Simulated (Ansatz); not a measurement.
# Ti: the cost of one run

Program: Ansatz 0.2.0. Level of theory: DFT PBE, scalar-relativistic, plane waves, PAW. These are calculated values, not measurements.

2 further runs of the same task are left out: 2 set aside as unsound or not needed.

**1. The starting structure**

It takes space group Im-3m (No. 229, cubic). Conventional cell: a = 3.256 Å, b = 3.256 Å, c = 3.256 Å, α = 90.00°, β = 90.00°, γ = 90.00°. Around Ti (site symmetry m-3m) lie 8 Ti at 2.82 Å.

Structure file:

```cif
data_structure
_symmetry_space_group_name_H-M 'P 1'
_symmetry_Int_Tables_number 1
_cell_length_a 2.8194
_cell_length_b 2.8194
_cell_length_c 2.8194
_cell_angle_alpha 109.471
_cell_angle_beta 109.471
_cell_angle_gamma 109.471
_cell_volume 17.25
loop_
_atom_site_label
_atom_site_type_symbol
_atom_site_fract_x
_atom_site_fract_y
_atom_site_fract_z
_atom_site_occupancy
Ti1 Ti 0.00000 0.00000 0.00000 1
```

This cell was relaxed beforehand with the same method: volume 17.25 Å³/atom, gap on the mesh none (metal).

**2. The film's bulk: Mo**

Relaxed beforehand at this level: -4956.0200 eV/atom, gap on the mesh none (metal).

```
Mo
1.0
    -1.58022   -1.58022   -1.58022
     1.58022    1.58022   -1.58022
     1.58022   -1.58022    1.58022
Mo
1
Direct
  0.00000 0.00000 0.00000
```

**3. Bulk reference on the slab's mesh**

input.yaml

```yaml
crystal:
  lattice:
    - [2.8193504887, 0.0, 0.0]
    - [-0.9397834962, 2.6581091321, 0.0]
    - [0.9397834962, 1.3290545661, 2.3019900344]
  atoms:
    - { symbol: Ti, position: [0.0, 0.0, 0.0] }
basis:
  ecutwfc: 420
kpoints:
  mp_grid: { grid: [13, 13, 15] }
hamiltonian:
  xc: pbe
scf:
  occupations: { method: gaussian, width: 0.1 }
output:
  forces: true
  stress: true
  eigenvalues: true
```

Command:

```bash
ansatz run input.yaml --threads 1 --pin off --max-ram 2560MiB --backend cpu --events-out ev --progress --plain --runs-dir out
```

Q: Estimate wall time and peak memory on 1 thread of Oxide Virtual Turin-like (Zen 5), shared host.

About 6.1 s, with a peak of 0.45 GiB.
